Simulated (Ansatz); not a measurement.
SrTiO3, DFT, PBE, all-electron LAPW, scalar-relativistic (Ansatz 0.2.0), run on 2 threads of Arm Neoverse V1 on a shared host.

The cell is COD entry 7212245, as deposited and not checked against the literature; nothing was relaxed. The listed cell was then made from it by scaling, straining or moving an atom.

Command: `ansatz run input.yaml --threads 2 --pin off --max-ram 6144MiB --backend cpu --events-out ev --progress --plain --runs-dir out`

```yaml
crystal:
  lattice:
    - [4.02215, 0.0, 0.0]
    - [0.0, 4.02215, 0.0]
    - [0.0, 0.0, 3.905]
  atoms:
    - { symbol: Sr, position: [0.0, 0.0, 0.0] }
    - { symbol: Ti, position: [0.5, 0.5, 0.5] }
    - { symbol: O, position: [0.0, 0.5, 0.5] }
    - { symbol: O, position: [0.5, 0.0, 0.5] }
    - { symbol: O, position: [0.5, 0.5, 0.0] }
kpoints:
  mp_grid: { grid: [7, 7, 7] }
  band_path:
    path:
      - [0.0, 0.0, 0.0]
      - [0.0, 0.5, 0.0]
      - [0.5, 0.5, 0.0]
      - [0.0, 0.0, 0.0]
      - [0.0, 0.0, 0.5]
      - [0.0, 0.5, 0.5]
      - [0.5, 0.5, 0.5]
      - [0.0, 0.0, 0.5]
      - [0.0, 0.5, 0.0]
    npoints: 5
scf:
  occupations: { method: fermi_dirac, width: 0.05 }
hamiltonian:
  xc: pbe
  pseudopotentials: { kind: all_electron, lapw: { basis_error: 0.001 } }
output:
  forces: true
  stress: true
  eigenvalues: true
```

(1) How large is the problem that the program sets up?

(2) Estimate the wall time and the peak memory.

Results:

(1) 40 irreducible k-points, 1205 plane waves at Γ, 44 bands.

(2) 44 s of wall time for 12 SCF iterations, with a peak of 0.63 GiB. Times on shared machines scatter by tens of per cent.
